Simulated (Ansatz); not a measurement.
## Ti: the change of pressure with volume per atom

Equation of state of a cubic crystal from periodic Kohn-Sham density functional theory without spin; pressure corrected for the finite basis. The results are calculated, by Ansatz 0.2.0 development build.

Cell of the first row (space group Im-3m, No. 229):
```
cell vectors (Å)
  -1.5950     1.5950     1.5950
   1.5950    -1.5950     1.5950
   1.5950     1.5950    -1.5950
atoms (fractions of the cell vectors)
Ti  0.00000  0.00000  0.00000
```

Settings of every row: formula Ti; structure type bcc; functional PBE; spin treatment none; k mesh 47x47x47; occupation method fermi-dirac; occupation width 0.061225619 eV; wave cutoff 420 eV; datasets soft-1 PAW; density cutoff ratio 4.

Limits: a cubic model structure, not a phase known at ambient conditions.

| row | volume per atom (Å³) | pressure (GPa) | energy above lowest point (meV/atom) |
| --- | --- | --- | --- |
| 1 | 16.232 | 7.258 | 22.37 |
| 2 | 16.577 | 4.616 | 9.61 |
| 3 | 16.923 | 2.195 | 2.31 |
| 4 | 17.268 | ? | ? |
| 5 | 17.613 | -2.052 | 2.27 |
| 6 | 17.959 | -3.91 | 8.72 |
| 7 | 18.304 | -5.609 | 19.01 |

Question: what pressure should row 4 give?

Worked fit of pressure. Take u = (V_r/V)^(2/3) − 1 with V_r = 17.268 Å³ an atom, which is twice the finite (Eulerian) strain; such expansions in the strain, on which the Birch-Murnaghan equation of state is built, carry the rest volume and the bulk modulus. The shown rows have u = 0.04211, 0.0276, 0.01355, -0.0131, -0.02582, -0.0381. Least squares give pressure = −0.0225 + 159.087 × u + 327.47 × u² GPa; a straight line predicts inner rows, each left out in turn, worse (root mean square 0.2 against 0.0028 GPa). The rows lie off it by 0.001, -0.002, 0.002, -0.002, 0.002, -0.001. The pressure vanishes at u = 0.0001, or V = 17.26 Å³ an atom, and there the bulk modulus at fixed shape and fractions is B = −V dP/dV = (2/3)(1 + u) dP/du = 106 GPa. The withheld row has u = 0, so the fit gives −0.0225 + 159.087 × (0) + 327.47 × (0)² = -0.022 GPa.

The calculation gave -0.022 GPa. The fit meets it to the printed digit.

The other values of row 4: energy above lowest point 0 meV/atom.
